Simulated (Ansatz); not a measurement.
# MoGe2N4 monolayer in a perpendicular field, part 2 of 4

Wanted: the out-of-plane response of the MoGe2N4 monolayer. A positive field points along +c.

Ansatz 0.2.0; plane-wave DFT, r2SCAN-D4, Ansatz PAW (the session's first sound run).

So far. Step 2 (Relaxing the slab): The lattice constant a goes from 3.020 to 2.985 Å.

## 3. Atoms held, field 0

A sawtooth potential applies the field, turning back in the middle of the vacuum. With the dipole correction the typed value is the field outside the slab. The induced dipole is small, so the SCF threshold is tight.

The cell differs from the one that the last finished run ended in (c 45.209 → 25.370 Å).

The input, input.yaml:

```yaml
crystal:
  lattice:
    - [2.9849887572, 0.0, 0.0]
    - [-1.4924943786, 2.5850760938, 0.0]
    - [0.0, 0.0, 25.3704720722]
  atoms:
    - { symbol: "N", position: [0.0, 0.0, 0.3547431035] }
    - { symbol: Ge, position: [0.3333333333, 0.6666666667, 0.3787617591] }
    - { symbol: "N", position: [0.3333333333, 0.6666666667, 0.4520760759] }
    - { symbol: Mo, position: [0.0, 0.0, 0.5] }
    - { symbol: "N", position: [0.3333333333, 0.6666666667, 0.5479239241] }
    - { symbol: Ge, position: [0.3333333333, 0.6666666667, 0.6212382409] }
    - { symbol: "N", position: [0.0, 0.0, 0.6452568965] }
kpoints:
  mp_grid: { grid: [18, 18, 1] }
  band_path:
    path: [[0, 0, 0], [0.5, 0, 0], [0.33333333, 0.33333333, 0], [0, 0, 0]]
    npoints: 16
hamiltonian:
  xc: r2scan
  dispersion: d4
scf:
  occupations: { method: fermi_dirac, width: 0.05 }
  convergence: { dr2_threshold: 1.0e-10 }
efield:
  axis: 3
  dipole_correction: true
  ramp_position: 0.97
  ramp_width: 0.06
  amplitude: 0
output:
  dos: { projected: true, e_range: [-6, 5] }
  bader: true
  write_potential: true
  write_density: true
  volumetric_format: npy
  elf: true
```

Started as:

```
> ansatz run input.yaml --threads 8 --pin off --max-ram 12288MiB --backend cpu --events-out ev --progress --plain --runs-dir out
```

Numbers of over 12 decimals in the logs are rounded to 6 here.

What it wrote:

```text
[...]
Crystal: 7 atoms, lattice volume = 195.769 Å³
Basis set: ecut = 500 eV, 5061 PW (Γ), exchange–correlation on 96×96×768 points (64 copies of the dense FFT grid, shifted against one another)
Bands: 38, of which v1, the nominal top of the filled ones, is band 31 counted from 1 (30 counted from 0)
Symmetry: 6 space group operations
k-points: 37 of 324 (time reversal used)
[...]
SCF iter   1: F=—  HF=-15115.586874 eV  |F-HF|=—  |Δ(HF+E_count)|=         —  Δρ=7.77e-3  dr2=1.07e-1  dr2_τ=4.89e-1  ethr=1.77e-3  p=0.000 e·Å  D=2.01e-13 V/Å  ΔV_dip=-0.00 eV  dr2_dipole=6.90e-9  V_vac-E_F(+/−)=4.92/4.92 eV  ⟨swp⟩=8.8  Hψ=6737  notcnv=0  defer=3
efield: sawtooth ramp at fractional position 0.9700 (set: `efield.ramp_position`, or a place that a band, a saddle search or an elastic batch's reference lends), width 0.0600; the density the first Hamiltonian is built on has a dipole p = 0.000 e·Å; the dipole correction subtracts the counter field D = 2.01e-13 V/Å, which shifts the + side's vacuum level by -0.00 eV against the − side's; the planar-averaged density in the ramp window peaks in size at 6.7e-6 e/Å³
[...]
SCF iter   2: F=—  HF=-15115.701904 eV  |F-HF|=—  |Δ(HF+E_count)|=   1.15e-1  Δρ=4.76e-3  dr2=4.38e-2  dr2_τ=9.16e-3  ethr=1.72e-4  p=-0.000 e·Å  D=-2.71e-5 V/Å  ΔV_dip=0.00 eV  dr2_dipole=4.38e-8  V_vac-E_F(+/−)=5.18/5.18 eV  ⟨swp⟩=3.0  Hψ=3213  notcnv=0  defer=62
[...]
SCF iter  13: F=-15115.699703 eV  HF=-15115.699703 eV  |F-HF|=5.09e-11  |Δ(HF+E_count)|=  1.27e-10  Δρ=5.72e-8  dr2=5.74e-12  dr2_τ=7.64e-13  ethr=1.00e-12  p=0.000 e·Å  D=1.21e-7 V/Å  ΔV_dip=-0.00 eV  dr2_dipole=2.30e-13  V_vac-E_F(+/−)=5.00/5.00 eV  ⟨swp⟩=1.8  Hψ=3051  notcnv=0
SCF 1 converged in 13 iterations: F = -15115.699703 eV  dr2 = 5.74e-12
[...]
NSCF: frozen V_eff on 49 k-points
efield: sawtooth ramp at fractional position 0.9700 (kept from the solve that this one continues, or follows in the run), width 0.0600; the density the first Hamiltonian is built on has a dipole p = 0.000 e·Å; the dipole correction subtracts the counter field D = 1.21e-7 V/Å, which shifts the + side's vacuum level by -0.00 eV against the − side's; the planar-averaged density in the ramp window peaks in size at 8.2e-7 e/Å³
[...]
SCF converged after 13 iterations
an eigenvalue changed by more than its tolerance at an iteration that met the thresholds in force, so the SCF went on 1 time: the last check found none over its tolerance
Free energy (F): -15115.699703 eV
[...]
Internal energy: -15115.699703 eV  (E = F + TS)
E sigma→0 (E₀):  -15115.699703 eV
Entropy (-TS):   -0.000000 eV (-0.000 meV/atom)
Fermi energy:    2.311468 eV
Dipole field:    D = -0.000001 V/Å  (p = -0.000001 e·Å, saw-weighted, corrected)
Work function:   Φ+ = 5.0042 eV   Φ− = 5.0042 eV
Levels:          The Fermi level and band energies are counted from a zero that moves with the ramp; work functions are not
[...]
--- Band table (eV; the first three rows and the last of 37) ---
  k-point 0: bands = [... 27 lower, -1.0506, -1.0506, -0.3868, 1.5831, 4.3722, 4.4221, 4.6893, 4.6893, ... 3 higher]
  k-point 1: bands = [... 27 lower, -1.1981, -1.1084, -0.2891, 1.6080, 4.1934, 4.3680, 4.6700, 4.8086, ... 3 higher]
  k-point 2: bands = [... 27 lower, -1.3768, -1.2700, -0.2170, 1.5303, 4.0363, 4.3337, 4.6160, 5.0512, ... 3 higher]
  k-point 36: bands = [... 27 lower, -2.3022, -0.8574, -0.2452, 0.9960, 2.9421, 5.2215, 5.5415, 6.0563, ... 3 higher]
--- Bader charges: 7 sites ---
  site symbol  charge [e]  shift [e]
     0      N     -1.5770     0.0189
     1     Ge      2.1208     0.0245
     2      N     -1.4408     0.0061
     3     Mo      1.7942     0.0010
     4      N     -1.4409     0.0061
     5     Ge      2.1208     0.0245
     6      N     -1.5770     0.0189
  estimated error of the sums over rays = 3.7e-4 e
```

The job ended after 16 s (8 threads of INTEL XEON PLATINUM 8581C at 2.30GHz (Emerald Rapids), shared host; peak memory 1.3 GiB; 2 min of CPU time).

In the SCF lines HF is the Harris–Foulkes energy and dr2 the Hartree energy of the density residual, in eV; the loop may stop once dr2 is under the threshold and the program's other checks hold. Hψ counts applications of the Hamiltonian.

Numbers from this step:

- dipole along the normal: -5.74e-7 e·Å
- gap along the path: 1.333 eV
- smallest direct gap along the path: 1.946 eV
- ionisation energy, upper face: 5.707 eV
- electron affinity, upper face: 4.374 eV
- gap, the smaller of path and mesh: 1.333 eV

Running mean over a fixed 2.5 Å (it still follows the layers) of the planar mean; the ramp of the sawtooth is left out. Electron's electrostatic potential energy less the Fermi level against z:

z (Å), electron's electrostatic potential energy less the Fermi level (eV) and a bar from the least value:
```
      3.5        5.0 ##############################
      4.0        5.0 ##############################
      4.5        5.0 ##############################
      5.0        5.0 ##############################
      5.5        5.0 ##############################
      6.0        5.0 ##############################
      6.5        4.9 ##############################
      7.0        4.7 #############################
      7.5        3.1 ###########################
      8.0       -1.0 ####################
      8.5       -5.2 ##############
      9.0       -8.3 #########
      9.5       -9.5 #######
     10.0       -9.5 #######
     10.5       -8.1 #########
     11.0       -7.2 ###########
     11.5       -9.2 #######
     12.0      -12.4 ##
     12.5      -13.9 
     13.0      -13.7 
     13.5      -11.6 ####
     14.0       -8.4 #########
     14.5       -7.2 ###########
     15.0       -8.6 ########
     15.5       -9.6 #######
     16.0       -9.4 #######
     16.5       -7.7 ##########
     17.0       -4.2 ###############
     17.5        0.2 ######################
     18.0        3.7 ############################
     18.5        4.8 ##############################
     19.0        5.0 ##############################
     19.5        5.0 ##############################
     20.0        5.0 ##############################
     20.5        5.0 ##############################
     21.0        5.0 ##############################
     21.5        5.0 ##############################
     22.0        5.0 ##############################
```

The density of states has structure finer than the step of the table below, so its rows give means over 0.25 eV, whole bins alone (the curve runs from -6 to 2.63 eV). Peaks (eV: height): -5.970: 6.76, -4.100: 12.5, -3.710: 8.41, -3.190: 7.68, -1.780: 8.01, 1.800: 25.5, 2.130: 12.8.

Density of states against energy, zero at the Fermi level of the run, which the smearing sets inside the gap; means over each step:

energy (eV), density of states (states/eV a cell) and a bar:
```
    -5.75        4.6 #####################
    -5.50        3.6 ################
    -5.25        2.6 ############
    -5.00        2.8 ############
    -4.75        2.2 ##########
    -4.50        2.6 ############
    -4.25        5.2 #######################
    -4.00        6.4 ############################
    -3.75        5.4 ########################
    -3.50        3.9 ##################
    -3.25        6.2 ############################
    -3.00        3.0 #############
    -2.75        1.9 ########
    -2.50        1.3 ######
    -2.25        0.0 
    -2.00        1.0 #####
    -1.75        4.4 ####################
    -1.50        1.3 ######
    -1.25        0.5 ##
    -1.00        0.4 ##
    -0.75        0.6 ##
    -0.50        0.0 
    -0.25        0.0 
     0.00        0.0 
     0.25        0.0 
     0.50        0.0 
     0.75        0.3 #
     1.00        0.4 ##
     1.25        0.6 ###
     1.50        0.9 ####
     1.75        6.7 ##############################
     2.00        2.3 ##########
     2.25        6.0 ###########################
     2.50        3.2 ##############
```

Projected DOS per atom over height of the atomic layer and energy from the Fermi level. Layers: N Ge N Mo N Ge N from below.

Values in states/eV, 22 rows by 7 columns, each cell a mean:
```
0.17 0.27 0.35 1.99 0.35 0.27 0.17
0.12 0.18 0.43 2.61 0.43 0.18 0.12
0.23 0.25 0.38 1.89 0.38 0.25 0.23
0.00 0.01 0.05 0.47 0.05 0.01 0.00
0.00 0.00 0.02 0.30 0.02 0.00 0.00
0.00 0.00 0.00 0.01 0.00 0.00 0.00
0.00 0.00 0.00 0.00 0.00 0.00 0.00
0.00 0.00 0.00 0.00 0.00 0.00 0.00
0.02 0.01 0.03 0.20 0.03 0.01 0.02
0.02 0.01 0.04 0.28 0.04 0.01 0.02
0.02 0.01 0.10 1.00 0.10 0.01 0.02
0.05 0.03 0.19 2.49 0.19 0.03 0.05
0.00 0.00 0.00 0.00 0.00 0.00 0.00
0.43 0.01 0.46 0.03 0.46 0.01 0.43
1.05 0.02 0.83 0.23 0.83 0.02 1.05
1.03 0.05 0.94 0.47 0.94 0.05 1.03
0.96 0.10 1.18 0.73 1.18 0.10 0.96
0.96 0.17 1.18 0.70 1.18 0.17 0.96
0.44 0.09 0.40 0.42 0.40 0.09 0.44
0.49 0.13 0.42 0.60 0.42 0.13 0.49
0.58 0.21 0.50 0.62 0.50 0.21 0.58
0.88 0.35 0.84 0.83 0.84 0.35 0.88
```
Columns: height of the atomic layer (Å) from 9 to 16.4 (not evenly spaced); rows upwards: energy from the Fermi level (eV) from -5.96 to 2.59.

Electronic bands along the path, in eV, zero at the Fermi level of the run, which the smearing sets inside the gap:

| point | band 28 | band 29 | band 30 | band 31 | band 32 | band 33 | band 34 | band 35 |
| --- | --- | --- | --- | --- | --- | --- | --- | --- |
| Γ | -3.36 | -3.36 | -2.70 | -0.73 | 2.06 | 2.11 | 2.38 | 2.38 |
| halfway | -4.01 | -3.96 | -2.87 | -1.61 | 1.77 | 2.12 | 2.26 | 3.65 |
| M | -3.40 | -3.36 | -2.96 | -1.77 | 1.93 | 2.13 | 2.48 | 2.76 |
| halfway | -3.82 | -3.24 | -2.94 | -1.66 | 1.33 | 2.52 | 3.36 | 3.60 |
| K | -4.61 | -3.17 | -2.56 | -1.32 | 0.63 | 2.91 | 3.23 | 3.74 |
| halfway | -3.65 | -3.51 | -2.96 | -1.82 | 1.80 | 2.19 | 2.43 | 3.90 |
| Γ | -3.36 | -3.36 | -2.70 | -0.73 | 2.06 | 2.11 | 2.38 | 2.38 |

Electrostatic potential energy in the ca plane at fractional y = 0.667, with atoms of Ge and N within 0.2 Å of it. With pseudopotentials it is smooth inside the atoms' cores, unlike the true potential.

Values in eV, 5 rows by 16 columns, each cell a mean:
```
  7   7   7   7   4  -1   2   3 -16  -7   4   0   0   6   7   7
  7   7   7   7   3  -8  -1   2  -9  -4   2  -7  -4   6   7   7
  7   7   7   7  -1 -33 -17 -31  -4 -17 -20 -29 -22   4   7   7
  7   7   7   7  -3 -37 -21 -40  -6 -23 -27 -34 -25   4   7   7
  7   7   7   7   2 -17  -6  -4  -5  -5  -2 -14  -9   5   7   7
```
Columns run along c (16.0 Å, from fractional 0.16 to 0.79 of the cell; values clipped at the 3rd and 97th percentile), rows up along a (3.0 Å). Atoms in or near the plane, at fractional coordinates: Ge at (0.38, 0.33), N at (0.45, 0.33), N at (0.55, 0.33), Ge at (0.62, 0.33).

ELF in the ca plane at fractional y = 0.667, with atoms of Ge and N within 0.2 Å of it. It is the smooth field of the valence electrons, not physical close to the nuclei.

Ten even steps from '0' (0.00) to '9' (0.79), each cell a mean:
```
00000000000000000246787631012125411210146887
00000000000000000246887631012125511210146887
00000000000000000024666432367522236753235666
00000000000000000001332224799962279997322333
00000000000000000001220014984782396499300122
00000000000000000001220014983782396389300021
00000000000000000001332124899962289997321232
00000000000000000024565432478632237864234565
```
Columns run along c (16.0 Å, from fractional 0.05 to 0.68 of the cell), rows up along a (3.0 Å). Atoms in or near the plane, at fractional coordinates: Ge at (0.38, 0.33), N at (0.45, 0.33), N at (0.55, 0.33), Ge at (0.62, 0.33).

Valence density in the ca plane at fractional y = 0.667, with atoms of Ge and N within 0.2 Å of it. It is the smooth field of the valence electrons, not physical close to the nuclei.

Ten steps, logarithmic in the rise over the least value, from '0' (0 e/Å³) to '9' (34 e/Å³), each cell a mean:
```
00000000000000000000122110000122211000011211
00000000000000000000122110000122211000011211
00000000000000000000112211111112212111112211
00000000000000000000124532233321123332245310
00000000000000000000127973345431134543389720
00000000000000000000138973345431135543389720
00000000000000000000124542234321123432245410
00000000000000000000112211112212212211112211
```
Columns run along c (16.0 Å, from fractional 0.05 to 0.68 of the cell), rows up along a (3.0 Å). Atoms in or near the plane, at fractional coordinates: Ge at (0.38, 0.33), N at (0.45, 0.33), N at (0.55, 0.33), Ge at (0.62, 0.33).

The gap is 1.33 eV, with the valence edge 5.71 eV and the conduction edge 4.37 eV under the upper vacuum level.

## 4. Single point, field 0.1 V/Å

Changes to input.yaml since step 3:

```diff
@@ -27,8 +27,6 @@
   dipole_correction: true
-  ramp_position: 0.97
-  ramp_width: 0.06
-  amplitude: 0
+  ramp_position: 0.9373
+  ramp_width: 0.1253
+  amplitude: 0.1
 output:
-  dos: { projected: true, e_range: [-6, 5] }
-  bader: true
   write_potential: true
@@ -36,2 +34 @@
   volumetric_format: npy
-  elf: true
```

What it wrote:

```text
[...]
Crystal: 7 atoms, lattice volume = 195.769 Å³
Basis set: ecut = 500 eV, 5061 PW (Γ), exchange–correlation on 96×96×768 points (64 copies of the dense FFT grid, shifted against one another)
Bands: 38, of which v1, the nominal top of the filled ones, is band 31 counted from 1 (30 counted from 0)
Symmetry: 6 space group operations
k-points: 37 of 324 (time reversal used)
[...]
k-point 0: bands = [... 27 lower, -1.0491, -1.0491, -0.3867, 1.5830, 4.3486, 4.4450, 4.6884, 4.6884, ... 3 higher]
  k-point 1: bands = [... 27 lower, -1.1976, -1.1069, -0.2890, 1.6080, 4.1884, 4.3715, 4.6696, 4.8086, ... 3 higher]
  k-point 2: bands = [... 27 lower, -1.3765, -1.2686, -0.2169, 1.5303, 4.0342, 4.3347, 4.6157, 5.0510, ... 3 higher]
  k-point 36: bands = [... 27 lower, -2.3027, -0.8593, -0.2431, 0.9958, 2.9419, 5.2212, 5.5409, 6.0562, ... 3 higher]
[key lines of the parts left out:]
SCF converged after 14 iterations
Free energy (F): -15115.701439 eV
Fermi energy:    2.311333 eV
Dipole field:    D = 0.032083 V/Å  (p = 0.034710 e·Å, saw-weighted, corrected)
```

Run time: 9.4 s. Hardware: 8 threads; peak memory 1.3 GiB.

The dipole is 0.0347 e·Å, and the gap 1.333 eV.

## 5. Single point, field -0.1 V/Å

Changes to input.yaml since step 4:

```diff
@@ -29,3 +29,3 @@
   ramp_width: 0.1253
-  amplitude: 0.1
+  amplitude: -0.1
 output:
```

What it wrote:

```text
[...]
Crystal: 7 atoms, lattice volume = 195.769 Å³
Basis set: ecut = 500 eV, 5061 PW (Γ), exchange–correlation on 96×96×768 points (64 copies of the dense FFT grid, shifted against one another)
Bands: 38, of which v1, the nominal top of the filled ones, is band 31 counted from 1 (30 counted from 0)
Symmetry: 6 space group operations
k-points: 37 of 324 (time reversal used)
[...]
k-point 0: bands = [... 27 lower, -1.0493, -1.0493, -0.3869, 1.5829, 4.3484, 4.4448, 4.6882, 4.6882, ... 3 higher]
  k-point 1: bands = [... 27 lower, -1.1978, -1.1071, -0.2892, 1.6078, 4.1883, 4.3713, 4.6695, 4.8084, ... 3 higher]
  k-point 2: bands = [... 27 lower, -1.3767, -1.2687, -0.2170, 1.5301, 4.0340, 4.3345, 4.6156, 5.0509, ... 3 higher]
  k-point 36: bands = [... 27 lower, -2.3029, -0.8594, -0.2433, 0.9956, 2.9417, 5.2210, 5.5408, 6.0560, ... 3 higher]
[key lines of the parts left out:]
SCF converged after 14 iterations
Free energy (F): -15115.701439 eV
Fermi energy:    2.311161 eV
Dipole field:    D = -0.032083 V/Å  (p = -0.034710 e·Å, saw-weighted, corrected)
```

It took 10 s on 8 threads; peak memory 1.3 GiB.

The dipole is -0.0347 e·Å, and the gap 1.333 eV.

## 6. Atoms held, field 0.2 V/Å

Changes to input.yaml since step 5:

```diff
@@ -29,3 +29,3 @@
   ramp_width: 0.1253
-  amplitude: -0.1
+  amplitude: 0.2
 output:
```

What it wrote:

```text
[...]
Crystal: 7 atoms, lattice volume = 195.769 Å³
Basis set: ecut = 500 eV, 5061 PW (Γ), exchange–correlation on 96×96×768 points (64 copies of the dense FFT grid, shifted against one another)
Bands: 38, of which v1, the nominal top of the filled ones, is band 31 counted from 1 (30 counted from 0)
Symmetry: 6 space group operations
k-points: 37 of 324 (time reversal used)
[...]
k-point 0: bands = [... 27 lower, -1.0448, -1.0448, -0.3864, 1.5826, 4.3095, 4.4819, 4.6856, 4.6856, ... 3 higher]
  k-point 1: bands = [... 27 lower, -1.1962, -1.1027, -0.2889, 1.6076, 4.1742, 4.3807, 4.6684, 4.8083, ... 3 higher]
  k-point 2: bands = [... 27 lower, -1.3757, -1.2645, -0.2168, 1.5299, 4.0278, 4.3373, 4.6148, 5.0504, ... 3 higher]
  k-point 36: bands = [... 27 lower, -2.3043, -0.8648, -0.2371, 0.9950, 2.9411, 5.2201, 5.5391, 6.0554, ... 3 higher]
[key lines of the parts left out:]
SCF converged after 14 iterations
Free energy (F): -15115.706646 eV
Fermi energy:    2.310756 eV
Dipole field:    D = 0.064169 V/Å  (p = 0.069423 e·Å, saw-weighted, corrected)
```

Wall time 10 s (8 threads); peak memory 1.3 GiB; 74 s of CPU time.

The dipole is 0.0694 e·Å, and the gap 1.333 eV.

## 7. Atoms held, field -0.2 V/Å

Changes to input.yaml since step 6:

```diff
@@ -29,3 +29,3 @@
   ramp_width: 0.1253
-  amplitude: 0.2
+  amplitude: -0.2
 output:
```

What it wrote:

```text
[...]
Crystal: 7 atoms, lattice volume = 195.769 Å³
Basis set: ecut = 500 eV, 5061 PW (Γ), exchange–correlation on 96×96×768 points (64 copies of the dense FFT grid, shifted against one another)
Bands: 38, of which v1, the nominal top of the filled ones, is band 31 counted from 1 (30 counted from 0)
Symmetry: 6 space group operations
k-points: 37 of 324 (time reversal used)
[...]
k-point 0: bands = [... 27 lower, -1.0451, -1.0451, -0.3868, 1.5822, 4.3091, 4.4816, 4.6853, 4.6853, ... 3 higher]
  k-point 1: bands = [... 27 lower, -1.1966, -1.1031, -0.2892, 1.6072, 4.1739, 4.3803, 4.6680, 4.8079, ... 3 higher]
  k-point 2: bands = [... 27 lower, -1.3760, -1.2649, -0.2171, 1.5295, 4.0275, 4.3370, 4.6145, 5.0501, ... 3 higher]
  k-point 36: bands = [... 27 lower, -2.3047, -0.8652, -0.2375, 0.9947, 2.9408, 5.2197, 5.5388, 6.0551, ... 3 higher]
[key lines of the parts left out:]
SCF converged after 14 iterations
Free energy (F): -15115.706646 eV
Fermi energy:    2.310412 eV
Dipole field:    D = -0.064169 V/Å  (p = -0.069424 e·Å, saw-weighted, corrected)
```

Run time: 9.9 s. Hardware: 8 threads; peak memory 1.3 GiB; 73 s of CPU time.

The dipole is -0.0694 e·Å, and the gap 1.333 eV.

[end of part 2 of 4]

[Logs are printed without paths, hosts, clocks, repeated set-up lines and the standing remarks that a program may print on its own settings, such as how far it seeks lower states.]

[Hosts, paths, dates, database ids (printed as entryN), source tags and the programs' standing remarks are cut or masked in the printed files.]

[Maps of the electrostatic potential energy from Ansatz leave out the sawtooth potential of an applied field or a dipole correction, so their vacuum need not be flat; planar profiles and work functions include it.]

[The density of states shown here was stored with 400 of the rows of the run's finer table, so its peaks can read low, often by over a quarter, or be missed, and its means over a window can be off by a tenth or more.]
